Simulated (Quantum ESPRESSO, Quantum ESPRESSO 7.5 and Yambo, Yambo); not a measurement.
**BAs (F-43m): G0W0 with Yambo, start to end**

Wanted: ground state, empty states, screening and self-energy for BAs (F-43m).

Program: Quantum ESPRESSO 7.5 and Yambo 5.3.0. Level of theory: PBE and many-body steps on it, plane waves. Results are calculated unless marked as measured.

**What was measured.**

- Gap 4.12 eV: direct gap from square of absorption coefficient, average of two samples; spectroscopic ellipsometry; 300 K; bulk crystal (CVT-grown opaque bulk crystals) (“Optical properties of cubic boron arsenide”, 2019, arxiv:1911.04914).

- Gap 2.02 eV: indirect gap from square root of absorption coefficient, average of three samples; transmission and reflection spectroscopy; 300 K; bulk crystal (CVT-grown platelets about 10 um thick) (“Optical properties of cubic boron arsenide”, 2019, arxiv:1911.04914).

- Gap 1.82 eV: indirect gap from Tauc plot of optical absorption; UV-visible absorption, indirect Tauc plot; 300 K; bulk crystal (three thin as-grown single crystals with the same absorption edge) (“Photoluminescence mapping and time-domain thermo-photoluminescence for rapid imaging and measurement of thermal conductivity of boron arsenide”, 2019, arxiv:1910.07149).

## Step 1: The starting structure

Symmetry: F-43m, No. 216, cubic system. The conventional cell has a = 4.777 Å, b = 4.777 Å, c = 4.777 Å, α = 90.00°, β = 90.00°, γ = 90.00°. Nearest to B lie 4 As at 2.07 Å. Nearest to As lie 4 B at 2.07 Å. Farther neighbours are not listed.

The cell and positions come from the Crystallography Open Database and are kept as given unless a step says otherwise.

## Step 2: Ground state

This step: Quantum ESPRESSO 7.5; DFT, PBE, plane waves, norm-conserving pseudopotentials.

The ground-state density comes first.

Input file pw.in:

```
&control
  calculation = 'scf'
  prefix = 'x'
  outdir = 'o'
  pseudo_dir = 'pseudo'
/
&system
  ibrav = 0
  nat = 2
  ntyp = 2
  ecutwfc = 100.0
  nbnd = 18
  force_symmorphic = .true.
/
&electrons
  conv_thr = 1e-10
  electron_maxstep = 80
  mixing_beta = 0.5
/
ATOMIC_SPECIES
  B 10.81 B.upf
  As 74.922 As.upf
CELL_PARAMETERS angstrom
  -0.0000000000 2.3885000000 2.3885000000
  2.3885000000 -0.0000000000 2.3885000000
  2.3885000000 2.3885000000 -0.0000000000
ATOMIC_POSITIONS crystal
  B 0.0000000000 0.0000000000 0.0000000000
  As 0.2500000000 0.2500000000 0.2500000000
K_POINTS automatic
  8 8 8 0 0 0
```

Run with:

```sh
> OMP_NUM_THREADS=1 mpirun -n 4 pw.x -nk 4 -in pw.in > pw.out
```

Output:

```text
Program PWSCF v.7.5 starts

     This program is part of the open-source Quantum ESPRESSO suite
     for quantum simulation of materials; please cite
         "P. Giannozzi et al., J. Phys.:Condens. Matter 21 395502 (2009);
         "P. Giannozzi et al., J. Phys.:Condens. Matter 29 465901 (2017);
         "P. Giannozzi et al., J. Chem. Phys. 152 154105 (2020);
     in publications or presentations arising from this work. More details at
     Message from routine setup:
     using ibrav=0 with symmetry is DISCOURAGED, use correct ibrav instead

     G-vector sticks info

     bravais-lattice index     =            0
     lattice parameter (alat)  =       6.3832  a.u.
     unit-cell volume          =     183.9087 (a.u.)^3
     number of atoms/cell      =            2
     number of atomic types    =            2
     number of electrons       =        26.00
     number of Kohn-Sham states=           18
     kinetic-energy cutoff     =     100.0000  Ry
     charge density cutoff     =     400.0000  Ry
     scf convergence threshold =      1.0E-10
     mixing beta               =       0.5000
     number of iterations used =            8  plain     mixing
     Exchange-correlation= PBE
                           (   1   4   3   4   0   0   0)

     celldm(1)=   6.383210  celldm(2)=   0.000000  celldm(3)=   0.000000
     celldm(4)=   0.000000  celldm(5)=   0.000000  celldm(6)=   0.000000

     crystal axes: (cart. coord. in units of alat)
               a(1) = (  -0.000000   0.707107   0.707107 )
               a(2) = (   0.707107  -0.000000   0.707107 )
               a(3) = (   0.707107   0.707107  -0.000000 )

     reciprocal axes: (cart. coord. in units 2 pi/alat)
               b(1) = ( -0.707107  0.707107  0.707107 )
               b(2) = (  0.707107 -0.707107  0.707107 )
               b(3) = (  0.707107  0.707107 -0.707107 )
     Pseudo is Norm-conserving + core correction, Zval =  3.0
     Generated using ONCVPSP code by D. R. Hamann
     Using radial grid of 1534 points,  4 beta functions with:
     Pseudo is Norm-conserving + core correction, Zval = 23.0
     Generated using ONCVPSP code by D. R. Hamann
     Using radial grid of 1358 points,  6 beta functions with:
     B                 3.00    10.81000     B ( 1.00)
     As               23.00    74.92200     As( 1.00)

     24 Sym. Ops. (no inversion) found

   Cartesian axes

     site n.     atom                  positions (alat units)
         1        B      tau(   1) = (   0.0000000   0.0000000   0.0000000  )
         2        As     tau(   2) = (   0.3535534   0.3535534   0.3535534  )

     number of k points=    29
                       cart. coord. in units 2pi/alat
        k(    1) = (   0.0000000   0.0000000   0.0000000), wk =   0.0039062
        k(    2) = (   0.0883883   0.0883883  -0.0883883), wk =   0.0312500
        k(    3) = (   0.1767767   0.1767767  -0.1767767), wk =   0.0312500
        k(    4) = (   0.2651650   0.2651650  -0.2651650), wk =   0.0312500
        k(    5) = (  -0.3535534  -0.3535534   0.3535534), wk =   0.0156250
        k(    6) = (   0.1767767   0.0000000   0.0000000), wk =   0.0234375
        k(    7) = (   0.2651650   0.0883883  -0.0883883), wk =   0.0937500
        k(    8) = (   0.3535534   0.1767767  -0.1767767), wk =   0.0937500
        k(    9) = (  -0.2651650  -0.4419417   0.4419417), wk =   0.0937500
        k(   10) = (  -0.1767767  -0.3535534   0.3535534), wk =   0.0937500
     [... 17 further rows ...]
        k(   28) = (  -0.7071068   0.1767767  -0.0000000), wk =   0.0468750
        k(   29) = (  -0.7071068   0.3535534   0.0000000), wk =   0.0234375

     Dense  grid:    24933 G-vectors     FFT dimensions: (  45,  45,  45)

     Initial potential from superposition of free atoms

     starting charge      25.9995, renormalised to      26.0000
     Starting wfcs are   17 randomized atomic wfcs +    1 random wfcs

     per-process dynamical memory:    28.1 Mb

     Self-consistent Calculation

     iteration #  1     ecut=   100.00 Ry     beta= 0.50

     Threshold (ethr) on eigenvalues was too large:
     Diagonalizing with lowered threshold

     total energy              =    -616.36632469 Ry
     estimated scf accuracy    <       0.15484101 Ry

     iteration #  2     ecut=   100.00 Ry     beta= 0.50

     total energy              =    -616.39434790 Ry
     estimated scf accuracy    <       0.01138268 Ry

     iteration #  3     ecut=   100.00 Ry     beta= 0.50

     total energy              =    -616.39524841 Ry
     estimated scf accuracy    <       0.00166439 Ry

     iteration #  4     ecut=   100.00 Ry     beta= 0.50

     total energy              =    -616.39531919 Ry
     estimated scf accuracy    <       0.00003906 Ry

     iteration #  5     ecut=   100.00 Ry     beta= 0.50

     total energy              =    -616.39532577 Ry
     estimated scf accuracy    <       0.00000277 Ry

     iteration #  6     ecut=   100.00 Ry     beta= 0.50

     total energy              =    -616.39532626 Ry
     estimated scf accuracy    <       0.00000018 Ry

     iteration #  7     ecut=   100.00 Ry     beta= 0.50

     total energy              =    -616.39532630 Ry
     estimated scf accuracy    <       0.00000002 Ry

     iteration #  8     ecut=   100.00 Ry     beta= 0.50

     total energy              =    -616.39532631 Ry
     estimated scf accuracy    <          2.4E-09 Ry

     iteration #  9     ecut=   100.00 Ry     beta= 0.50

     total energy              =    -616.39532631 Ry
     estimated scf accuracy    <          5.6E-10 Ry

     iteration # 10     ecut=   100.00 Ry     beta= 0.50

     End of self-consistent calculation

          k = 0.0000 0.0000 0.0000 (  3119 PWs)   bands (ev):

  -173.2771-116.6590-116.6590-116.6590 -23.6917 -23.6917 -23.6917 -23.6721
   -23.6721  -3.2329  12.1652  12.1652  12.1652  15.4540  15.4540  15.4540
    16.8509  21.7655

          k = 0.0884 0.0884-0.0884 (  3092 PWs)   bands (ev):

  -173.2771-116.6590-116.6590-116.6590 -23.6913 -23.6906 -23.6906 -23.6720
   -23.6720  -2.9769  10.2039  11.7279  11.7279  15.5689  16.0312  16.0312
    18.1294  22.7110

          k = 0.1768 0.1768-0.1768 (  3104 PWs)   bands (ev):

  -173.2771-116.6590-116.6590-116.6590 -23.6901 -23.6883 -23.6883 -23.6713
   -23.6713  -2.2319   7.2340  11.0180  11.0180  15.2404  16.8332  16.8332
    20.0766  23.4880

          k = 0.2652 0.2652-0.2652 (  3097 PWs)   bands (ev):

     [... further k-points ...]

     highest occupied, lowest unoccupied level (ev):    12.1652   13.3722

!    total energy              =    -616.39532631 Ry
     estimated scf accuracy    <          1.7E-11 Ry

     The total energy is the sum of the following terms:
     one-electron contribution =    -522.16253670 Ry
     hartree contribution      =     249.08349149 Ry
     xc contribution           =     -57.81061323 Ry
     ewald contribution        =    -285.50566787 Ry

     convergence has been achieved in  10 iterations

     XML data file, charge density, pseudopotentials, collected wavefunctions

=------------------------------------------------------------------------------=
   JOB DONE.
=------------------------------------------------------------------------------=
```

Run time: 11 s. Hardware: 4 MPI ranks of Arm Neoverse V1, shared host; peak memory 0.26 GiB; 43 s of CPU time.

Numbers from this step:

* total energy: -8386.4857 eV
* gap: 1.207 eV
* k of the valence top: 0, 0, 0
* k of the conduction bottom: 0, 0.375, 0.375
* least direct gap: 3.289 eV

The gap is indirect, with the least direct gap 2.08 eV higher.

## Step 3: Bands along the symmetry lines

The cheap functional maps the bands first; the places of the edges decide which points the dearer methods must see.

Input file pw.in:

```
&control
  calculation = 'bands'
  prefix = 'x'
  outdir = 'o'
  pseudo_dir = 'pseudo'
/
&system
  ibrav = 0
  nat = 2
  ntyp = 2
  ecutwfc = 100.0
  nbnd = 19
  force_symmorphic = .true.
/
&electrons
  conv_thr = 1e-9
  electron_maxstep = 80
  diago_full_acc = .true.
  diago_thr_init = 5e-6
/
ATOMIC_SPECIES
  B 10.81 B.upf
  As 74.922 As.upf
CELL_PARAMETERS angstrom
  -0.0000000000 2.3885000000 2.3885000000
  2.3885000000 -0.0000000000 2.3885000000
  2.3885000000 2.3885000000 -0.0000000000
ATOMIC_POSITIONS crystal
  B 0.0000000000 0.0000000000 0.0000000000
  As 0.2500000000 0.2500000000 0.2500000000
K_POINTS crystal
  50
  0.00000000 0.00000000 0.00000000 1
  -0.06250000 -0.06250000 0.00000000 1
  -0.12500000 -0.12500000 0.00000000 1
  -0.18750000 -0.18750000 0.00000000 1
  -0.25000000 -0.25000000 0.00000000 1
  -0.31250000 -0.31250000 0.00000000 1
  -0.37500000 -0.37500000 0.00000000 1
  -0.43750000 -0.43750000 0.00000000 1
  -0.50000000 -0.50000000 0.00000000 1
  -0.48437500 -0.48437500 0.03125000 1
  -0.46875000 -0.46875000 0.06250000 1
  -0.45312500 -0.45312500 0.09375000 1
  -0.43750000 -0.43750000 0.12500000 1
  -0.42187500 -0.42187500 0.15625000 1
  -0.40625000 -0.40625000 0.18750000 1
  -0.39062500 -0.39062500 0.21875000 1
  -0.37500000 -0.37500000 0.25000000 1
  -0.37500000 0.00000000 0.37500000 1
  -0.32812500 0.00000000 0.32812500 1
  -0.28125000 0.00000000 0.28125000 1
  -0.23437500 0.00000000 0.23437500 1
  -0.18750000 0.00000000 0.18750000 1
  -0.14062500 0.00000000 0.14062500 1
  -0.09375000 0.00000000 0.09375000 1
  -0.04687500 0.00000000 0.04687500 1
  0.00000000 0.00000000 0.00000000 1
  0.00000000 0.00000000 0.06250000 1
  0.00000000 0.00000000 0.12500000 1
  0.00000000 0.00000000 0.18750000 1
  0.00000000 0.00000000 0.25000000 1
  0.00000000 0.00000000 0.31250000 1
  0.00000000 0.00000000 0.37500000 1
  0.00000000 0.00000000 0.43750000 1
  -0.00000000 -0.00000000 0.50000000 1
  -0.06250000 -0.03125000 0.46875000 1
  -0.12500000 -0.06250000 0.43750000 1
  -0.18750000 -0.09375000 0.40625000 1
  -0.25000000 -0.12500000 0.37500000 1
  -0.31250000 -0.15625000 0.34375000 1
  -0.37500000 -0.18750000 0.31250000 1
  -0.43750000 -0.21875000 0.28125000 1
  -0.50000000 -0.25000000 0.25000000 1
  -0.50000000 -0.28125000 0.21875000 1
  -0.50000000 -0.31250000 0.18750000 1
  -0.50000000 -0.34375000 0.15625000 1
  -0.50000000 -0.37500000 0.12500000 1
  -0.50000000 -0.40625000 0.09375000 1
  -0.50000000 -0.43750000 0.06250000 1
  -0.50000000 -0.46875000 0.03125000 1
  -0.50000000 -0.50000000 0.00000000 1
```

Output:

```text
[banner, memory and clock lines left out]
Program PWSCF v.7.5 starts

     Atomic positions and unit cell read from directory:
     o/x.save/

     Message from routine setup:
     using ibrav=0 with symmetry is DISCOURAGED, use correct ibrav instead

     G-vector sticks info

     bravais-lattice index     =            0
     lattice parameter (alat)  =       6.3832  a.u.
     unit-cell volume          =     183.9087 (a.u.)^3
     number of atoms/cell      =            2
     number of atomic types    =            2
     number of electrons       =        26.00
     number of Kohn-Sham states=           19
     kinetic-energy cutoff     =     100.0000  Ry
     charge density cutoff     =     400.0000  Ry
     Exchange-correlation= PBE
                           (   1   4   3   4   0   0   0)

     celldm(1)=   6.383210  celldm(2)=   0.000000  celldm(3)=   0.000000
     celldm(4)=   0.000000  celldm(5)=   0.000000  celldm(6)=   0.000000

     crystal axes: (cart. coord. in units of alat)
               a(1) = (  -0.000000   0.707107   0.707107 )
               a(2) = (   0.707107  -0.000000   0.707107 )
               a(3) = (   0.707107   0.707107  -0.000000 )

     reciprocal axes: (cart. coord. in units 2 pi/alat)
               b(1) = ( -0.707107  0.707107  0.707107 )
               b(2) = (  0.707107 -0.707107  0.707107 )
               b(3) = (  0.707107  0.707107 -0.707107 )
     Pseudo is Norm-conserving + core correction, Zval =  3.0
     Generated using ONCVPSP code by D. R. Hamann
     Using radial grid of 1534 points,  4 beta functions with:
     Pseudo is Norm-conserving + core correction, Zval = 23.0
     Generated using ONCVPSP code by D. R. Hamann
     Using radial grid of 1358 points,  6 beta functions with:
     B                 3.00    10.81000     B ( 1.00)
     As               23.00    74.92200     As( 1.00)

     24 Sym. Ops. (no inversion) found

   Cartesian axes

     site n.     atom                  positions (alat units)
         1        B      tau(   1) = (   0.0000000   0.0000000   0.0000000  )
         2        As     tau(   2) = (   0.3535534   0.3535534   0.3535534  )

     number of k points=    50
                       cart. coord. in units 2pi/alat
        k(    1) = (   0.0000000   0.0000000   0.0000000), wk =   0.0400000
        k(    2) = (   0.0000000   0.0000000  -0.0883883), wk =   0.0400000
        k(    3) = (   0.0000000   0.0000000  -0.1767767), wk =   0.0400000
[...]
[... 38 further rows ...]
        k(   49) = (   0.0441942  -0.0000000  -0.7071068), wk =   0.0400000
        k(   50) = (   0.0000000   0.0000000  -0.7071068), wk =   0.0400000

     Dense  grid:    24933 G-vectors     FFT dimensions: (  45,  45,  45)

     The potential is recalculated from file :
     o/x.save/charge-density

     Starting wfcs are   17 randomized atomic wfcs +    2 random wfcs

     Band Structure Calculation

     End of band structure calculation

          k = 0.0000 0.0000 0.0000 (  3119 PWs)   bands (ev):

  -173.2770-116.6589-116.6589-116.6589 -23.6917 -23.6917 -23.6917 -23.6720
   -23.6720  -3.2329  12.1652  12.1652  12.1652  15.4540  15.4540  15.4540
    16.8509  21.7656  25.3322

          k = 0.0000 0.0000-0.0884 (  3115 PWs)   bands (ev):

  -173.2770-116.6589-116.6589-116.6589 -23.6919 -23.6911 -23.6911 -23.6722
   -23.6718  -3.1471  11.7377  11.7838  11.7838  15.2182  15.9295  15.9295
    17.2349  22.1194  23.9086

          k = 0.0000 0.0000-0.1768 (  3107 PWs)   bands (ev):

  -173.2770-116.6589-116.6589-116.6589 -23.6925 -23.6894 -23.6894 -23.6728
   -23.6711  -2.8912  10.7175  11.0060  11.0060  14.7555  16.9850  16.9850
    17.8021  22.3845  23.0796

          k =-0.0000 0.0000-0.2652 (  3122 PWs)   bands (ev):

[...]
k = 0.0000 0.0000-0.3536 (  3122 PWs)   bands (ev):

[...]
k = 0.0000-0.0000-0.4419 (  3090 PWs)   bands (ev):

[...]
k =-0.0000 0.0000-0.5303 (  3090 PWs)   bands (ev):

[...]
k = 0.0000-0.0000-0.6187 (  3102 PWs)   bands (ev):

[...]
k = 0.5303-0.0000-0.5303 (  3108 PWs)   bands (ev):

[...]
k = 0.0000 0.0000 0.0000 (  3119 PWs)   bands (ev):

[...]
k = 0.1326 0.0000-0.7071 (  3126 PWs)   bands (ev):

[...]
k = 0.0884-0.0000-0.7071 (  3106 PWs)   bands (ev):

[...]
k = 0.0442-0.0000-0.7071 (  3104 PWs)   bands (ev):

  -173.2770-116.6590-116.6589-116.6589 -23.6966 -23.6779 -23.6760 -23.6758
   -23.6661   0.9521   3.6654   8.0299   8.0376  13.7217  13.7363  23.4411
    23.4928  24.9847  29.1559

          k = 0.0000 0.0000-0.7071 (  3138 PWs)   bands (ev):

  -173.2770-116.6590-116.6590-116.6590 -23.6968 -23.6780 -23.6759 -23.6759
   -23.6660   0.9463   3.6514   8.0912   8.0912  13.6158  13.6240  23.5578
    23.5578  25.0446  29.4487

     XML data file, pseudopotentials, collected wavefunctions
```

Run time: 4.3 s. Hardware: 4 MPI ranks; peak memory 0.21 GiB; 17 s of CPU time.

Numbers from this step:

| Property | Result |
| --- | --- |
| gap | 1.207 eV |
| k of the valence top | 0, 0, 0 |
| k of the conduction bottom | -0.375, -0.375, 0 |
| least direct gap | 3.289 eV |

The gap is 1.207 eV, as in the run before at this level.

The electronic bands at the labelled points (eV, zero at the top of the highest filled band):

```csv
point,band 10,band 11,band 12,band 13,band 14,band 15,band 16,band 17
Γ,-15.40,0.00,0.00,0.00,3.29,3.29,3.29,4.69
halfway,-14.05,-4.09,-2.70,-2.70,1.67,4.55,7.41,7.41
X,-11.22,-8.51,-4.07,-4.07,1.45,1.46,11.39,11.39
halfway,-11.19,-8.41,-4.90,-3.92,1.61,2.81,10.72,10.82
U,-11.26,-8.13,-5.94,-3.48,2.06,5.56,9.24,9.78
jump to K,-11.26,-8.13,-5.94,-3.48,2.06,5.56,9.24,9.78
halfway,-13.91,-5.13,-3.78,-1.13,3.99,4.92,5.80,7.01
Γ,-15.40,0.00,0.00,0.00,3.29,3.29,3.29,4.69
halfway,-14.40,-4.93,-1.15,-1.15,3.08,4.67,4.67,7.91
L,-12.53,-8.77,-1.82,-1.82,2.70,4.80,4.80,8.90
halfway,-11.96,-8.28,-4.55,-3.07,3.98,4.79,7.48,9.06
W,-11.06,-8.05,-5.48,-5.19,5.27,5.95,6.83,7.06
halfway,-11.14,-8.31,-4.81,-4.69,2.90,3.02,9.72,10.01
X,-11.22,-8.51,-4.07,-4.07,1.45,1.46,11.39,11.39
```

The electronic bands as a text plot (rows in eV, shown from -8.0 to 7.2 only):

```
    6.9 |                   +++++++        +            +++
    6.3 |    +                     ++    ++          +   ++
    5.6 |  +++            +   +++                   +   +  +
    5.0 |++++            +      +++  ++++    +++++++  ++ +++
    4.4 |     ++                 ++++      ++       ++ ++   +
    3.7 | +     ++      +     ++++++++  +++          ++
    3.1 |++            +    ++       +++ +++++++  +++        +
    2.5 |  ++     +        +                    ++            +
    1.8 |    +++   ++ +++++                                    ++
    1.2 |       +++++++
    0.6 |
   -0.1 |**                        ******
   -0.7 | *                      **  *  ****
   -1.3 |  **                   *  **       ****
   -2.0 |    *                **   **    **     *****
   -2.6 |    ***            **   **                 **
   -3.2 |       **        **               *          *
   -3.9 |     **  ********      ***                  * *        *
   -4.5 |             *       **                      * **   ***
   -5.1 |              **       *           *          *  ***
   -5.8 |       **       *****                          ***
   -6.4 |                     **             **
   -7.0 |         *         **
   -7.7 |          **      *                   *        *
         Γ           X  U|K            Γ         L        W     X
```

(Continued in part 2 of 3.)

[Paths, hosts, dates, memory and timing lines, banners, echoed tables and standing remarks are left out of the program output.]

[Logs are printed without paths, hosts, clocks, repeated set-up lines and the standing remarks that a program may print on its own settings, such as how far it seeks lower states.]

[Runs of the session that timed out or met a known fault of the program may be left out.]

[Hosts, paths, dates, database ids (printed as entryN), source tags and the programs' standing remarks are cut or masked in the printed files.]
